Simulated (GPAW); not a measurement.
A run of GPAW 26.7.0 is set up as follows.

File run.py:

```python
from ase.dft.bandgap import bandgap
from ase.io import write
from ase.spacegroup import crystal
from ase.units import GPa
from gpaw import GPAW, PW

# Cl 4b
# Na 4a
atoms = crystal(['Cl', 'Na'],
                basis=[[0.5, 0.0, 0.0],
                       [0.0, 0.0, 0.0]],
                spacegroup=225, setting=1,  # Fm-3m
                cellpar=[5.58812644, 5.58812644, 5.58812644, 90.0, 90.0, 90.0],
                primitive_cell=True)

calc = GPAW(mode=PW(800),
            xc='RPBE',
            kpts={'size': (7, 7, 7), 'gamma': True},
            occupations={'name': 'fermi-dirac', 'width': 0.05},
            nbands=15,
            convergence={'density': 1e-05, 'energy': 1e-05},
            maxiter=150,
            txt='gpaw.txt')
atoms.calc = calc
energy = atoms.get_potential_energy()
forces = atoms.get_forces()
stress = atoms.get_stress()
calc.write('gs.gpw')
write('result.traj', atoms)
print(f'Energy: {energy:.6f} eV')
print('Forces (eV/A):')
print(forces.round(4))
print('Stress (GPa):', (stress / GPa).round(3))
print('Fermi level:', round(calc.get_fermi_level(), 4), 'eV')
print(f'Gap: {bandgap(calc)[0]:.4f} eV, direct: {bandgap(calc, direct=True)[0]:.4f} eV')

path = atoms.cell.bandpath('GXWKGLUWLK,UX', npoints=100, eps=1e-4)
bs_calc = calc.fixed_density(kpts=path, symmetry='off', nbands=26,
                             convergence={'bands': 'CBM+6.0', 'eigenstates': 1e-6}, txt='bands.txt')
bs = bs_calc.band_structure()
bs.write('bs.json')
print(f'Gap on the path: {bandgap(bs_calc)[0]:.4f} eV')
```

Potentials or basis: the program's PAW data sets (release 1.2.1) made for this functional, pw.

The run is started by

```bash
$ OMP_NUM_THREADS=1 python run.py
```

(1) Predict the pressure.

(2) What does it give for the band gap along the path?

Answers

(1) 3.4 GPa.

(2) 5.55 eV, direct.
